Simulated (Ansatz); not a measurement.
CdTe:

```
Te Cd
1.0
     0.00000    3.20500    3.20500
     3.20500    0.00000    3.20500
     3.20500    3.20500    0.00000
Te Cd
1 1
Direct
  0.75000 0.75000 0.75000
  0.00000 0.00000 0.00000
```

Base run:

| Item | Value |
| --- | --- |
| Program | Ansatz 0.2.0 |
| Functional | PBEsol |
| Potentials or basis | all-electron LAPW, scalar-relativistic |
| Cutoff | 260 eV |
| Density cutoff | 1039 eV |
| Basis error allowed | 0.001 eV/atom |
| k mesh | 7 × 7 × 7 |
| Occupations | fermi-dirac, width 0.05 eV |
| Spin | no spin polarisation |

Its results: band gap on the k mesh 0.76 eV, direct; pressure 1.7 GPa.

After a change of settings the same cell gave: band gap on the k mesh 1.03 eV, direct; pressure 6.0 GPa. Which change was it?
A. functional from PBEsol to RPBE
B. functional from PBEsol to BLYP
C. occupations from fermi-dirac, width 0.05 eV to gaussian, width 0.1 eV

A.

RPBE binds less tightly than PBEsol, so the same cell stands under more pressure.

Caveats: spin-orbit coupling is left out, which moves the levels of the heavy elements; an odd mesh through Γ misses points on the zone boundary, where band edges often lie (some runs).

Not every run made on this cell is shown here.
